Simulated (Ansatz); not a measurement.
FeCo: is the k mesh converged?

FeCo in a ferromagnetic state, in a typed cell, not relaxed.

```
CELL_PARAMETERS angstrom
2.85000 0.00000 0.00000
0.00000 2.85000 0.00000
0.00000 0.00000 2.85000
ATOMIC_POSITIONS crystal
Fe 0.00000 0.00000 0.00000
Co 0.50000 0.50000 0.50000
```

Settings of the Ansatz calculation: PBE; Ansatz hand-made PAW at 900 eV; k mesh 6×6×6; Fermi–Dirac smearing of 0.1 eV; collinear spin from start moments 2.8, 1.7 μB (atoms as listed). Harmonic phonons by finite displacements in cells commensurate with each q, frequencies in cm⁻¹, imaginary ones marked i; at Γ the three translations are left out and no LO–TO term is added.

Caveats: coarse k mesh.

At 11.57 Å³ an atom it gives top Γ mode (cm⁻¹) 248; lowest mode at q = [0.5, 0.5, 0] (cm⁻¹) 162; top mode at q = [0.5, 0.5, 0] (cm⁻¹) 298.

**Question.** Repeat on 12×12×12. Do the numbers hold?

**Answer.** 
```json
{"k mesh": "12×12×12", "cutoff (eV)": "900", "volume (Å³/atom)": "11.57", "top Γ mode (cm⁻¹)": "244", "lowest mode at q = [0.5, 0.5, 0] (cm⁻¹)": "155", "top mode at q = [0.5, 0.5, 0] (cm⁻¹)": "295"}
```

Not yet: the lowest mode at q = [0.5, 0.5, 0] moves by about 8 cm⁻¹ between the meshes.
